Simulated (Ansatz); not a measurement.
## Nb under pressure: fit and missing row

Nb, Im-3m, a = 3.272 Å. Ansatz: PBEsol, PAW, 420 eV, Γ-centred 18×18×18 mesh on 1 atom, Gaussian smearing 0.10 eV; no spin polarisation. Cell and atoms are relaxed at each pressure, and no other structure is tried, so the rows at high pressure may lie past a change of phase.

```tsv
V (Å³/atom)	P (GPa)
14.032	59.96
15.344	30.00
?	15.00
16.811	8.00
17.246	2.93
17.517	0.05
17.833	-3.06
```

Take V0 = 17.517 Å³/atom, count pressures from its P0 = 0.05 GPa, fit the third-order Birch–Murnaghan form to the other rows, and predict the missing volume.

With the Eulerian strain f = ½[(V0/V)^(2/3) − 1] and y = (P − P0)/[3f(1 + 2f)^(5/2)], the form is the line y = B0 + 1.5 B0 (B0′ − 4) f. Rows (f, y): 0.07969, 173.1; 0.04616, 173.4; 0.01390, 178.0; 0.00522, 179.2; -0.00592, 180.4. Means f = 0.02781, y = 176.82; Σ(Δf)² = 0.004870, ΣΔfΔy = -0.4467; the slope is their ratio. y = 179.4 − 91.73 f GPa, so B0 = 179.4 GPa and B0′ = 4 + 2 × (-91.73)/(3 × 179.4) = 3.66. P = 15.00 GPa is met at f = 0.02492 (y = 177.11), so V = V0 (1 + 2f)^(−3/2) = 16.285 Å³/atom. The run gave 16.279 Å³/atom, so the fit is 0.006 Å³/atom too high, within the rms miss on the fitted rows (0.009 Å³/atom).

The mesh isn't the same in all rows (18×18×18, 20×20×20).